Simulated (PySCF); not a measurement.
PbS (Galena):

```
Pb S
1.0
     0.00000    2.96575    2.96575
     2.96575    0.00000    2.96575
     2.96575    2.96575    0.00000
Pb S
1 1
Direct
  0.00000 0.00000 0.00000
  0.50000 0.50000 0.50000
```

Base run:

| Property | Result |
| --- | --- |
| Program | PySCF 2.14.0 |
| Functional | r2SCAN |
| Potentials or basis | DZVP-MOLOPT-SR/GTH-PBE (potentials made for PBE) |
| k mesh | 6 × 6 × 6 |
| Occupations | fermi-dirac, width 0.05 eV |
| Spin | no spin polarisation |

Its results: band gap on the k mesh 0.52 eV, direct.

Q: The run is repeated on the same cell with these changes: functional from r2SCAN to PBE. What comes out?

A: Band gap on the k mesh 0.36 eV, direct.

r2SCAN gives the wider gap, since meta-GGAs in the generalised Kohn-Sham scheme recover part of the derivative discontinuity.

Caveats: spin-orbit coupling is left out, which as a rule narrows the gap of such compounds by several tenths of an eV; the basis of atomic orbitals isn't converged, which shifts pressures, moduli and gaps; meta-GGAs need a finer uniform grid than this (some runs).

Not every run made on this cell is shown here.
